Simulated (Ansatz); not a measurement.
## LiH: a vibration from a frozen displacement

All numbers below come from DFT PBE, scalar-relativistic, plane waves, PAW in Ansatz 0.2.0. Settings: plane waves to 420 eV, k-mesh 10×10×10 (Γ-centred), Gaussian smearing 0.05 eV. No spin polarisation. Energies are free energies at this smearing, counted from the undisturbed cell; pressure is positive in compression.

The undisturbed cell (as given, not relaxed at this level; it stands at -1.5 GPa):

```yaml
crystal:
  lattice:
    - [0.00000, 2.03250, 2.03250]
    - [2.03250, 0.00000, 2.03250]
    - [2.03250, 2.03250, 0.00000]
  atoms:
    - { symbol: Li, position: [0.00000, 0.00000, 0.00000] }
    - { symbol: H, position: [0.50000, 0.50000, 0.50000] }
```

Every H atom is moved by x along the Cartesian unit vector (0.577, 0.577, 0.577); the cell and all other atoms stay fixed. The cell's volume is 16.79 Å³; the moved atoms weigh 1.008 u together and the others 6.940 u. Some rows repeat others by symmetry and weren't run.

| x (Å) | ΔE (meV/cell) | total force on the moved atoms along the move (eV/Å) | pressure (GPa) |
| --- | --- | --- | --- |
| -0.2000 | 18.86 | 0.1874 | -0.9093 |
| -0.1750 | 14.46 | 0.1645 | -1.0363 |
| -0.1500 | 10.64 | 0.1413 | -1.1470 |
| -0.1250 | 7.40 | 0.1181 | -1.2413 |
| -0.1000 | 4.74 | 0.0946 | -1.3189 |
| -0.0750 | 2.67 | 0.0710 | -1.3794 |
| -0.0500 | 1.19 | 0.0475 | -1.4228 |
| -0.0250 | 0.30 | 0.0237 | -1.4488 |
| 0.0000 | 0.00 | 0.0000 | -1.4575 |
| 0.0250 | 0.30 | -0.0237 | -1.4488 |
| 0.0500 | 1.19 | -0.0475 | -1.4228 |
| 0.0750 | 2.67 | -0.0710 | -1.3794 |
| 0.1000 | 4.74 | -0.0946 | -1.3189 |
| 0.1250 | 7.40 | -0.1181 | -1.2413 |
| 0.1500 | 10.64 | -0.1413 | -1.1470 |
| 0.1750 | 14.46 | -0.1645 | -1.0363 |
| 0.2000 | 18.86 | -0.1874 | -0.9093 |

**Question.** What frequency belongs to this motion?

**Answer.** The force constant is k = −dF/dx = 0.949 eV/Å², from the parabola through x = -0.0250, 0 and 0.0250. In every cell the moved atoms swing against the rest, so the mass is μ = m₁m₂/(m₁ + m₂) = 0.880 u, and ν̃ = 521.5 cm⁻¹ × √(|k|/μ) = 542 cm⁻¹, at this cell's pressure of -1.5 GPa. To first order in x, and within 1 %, the force on every atom lies along the move and, within each of the two groups, in proportion to the atom's mass, so this is itself a mode at the zone centre of this cell, taken without macroscopic field (the transverse frequency in a polar insulator).

**Question.** How far does the harmonic law reach?

**Answer.** At x = -0.200 Å, kx²/2 = 18.98 meV against the computed 18.86 meV (-0.6 %): the well is still close to harmonic there.